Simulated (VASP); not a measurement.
**ZrH: single point with r2SCAN**

The system is ZrH.

```
Zr H
1.0
     3.25733    0.00000    0.00000
     0.00000    3.25733    0.00000
     0.00000    0.00000    4.98564
Zr H
2 2
Direct
  0.50000 0.00000 0.72835
  0.00000 0.50000 0.27165
  0.50000 0.50000 0.00000
  0.00000 0.00000 0.00000
```

The cell was built by a generator and needn't be a form met in nature.

| Item | Value |
| --- | --- |
| Program | VASP 6.6.1 |
| Task | single point |
| Functional | r2SCAN |
| Potentials or basis | VASP PAW PBE potentials, release 64 (Zr_sv, H) |
| Cutoff | 520 eV |
| k mesh | 11 × 11 × 7 |
| Occupations | gaussian, width 0.1 eV |
| Spin | no spin polarisation |

```json
{"Pressure": "0.0 GPa", "Largest force": "0.017 eV/Å", "Band gap on the k mesh": "none (metal or under the smearing width)"}
```

Forces on the atoms (eV/Å):
```
Zr   0.000  0.000  0.017
Zr   0.000  0.000 -0.017
H    0.000  0.000  0.000
H    0.000  0.000  0.000
```

Stress tensor (GPa, compression positive):
```
 0.14  0.00  0.00
 0.00  0.14  0.00
 0.00  0.00 -0.38
```

Levels at points of the mesh, in eV from the Fermi level:
```csv
k point,band 11,band 12,band 13,band 14,band 15,band 16
"(0.00, 0.00, 0.00)",-2.75,-0.90,0.44,1.11,1.11,3.10
```

It took 2.2 min on 1 thread of Intel(R) Xeon(R) 6975P-C (Granite Rapids) (shared host), peak memory 0.2 GiB.

Caveat: the PAW data sets were made with another functional, which shifts forces and pressure a little.
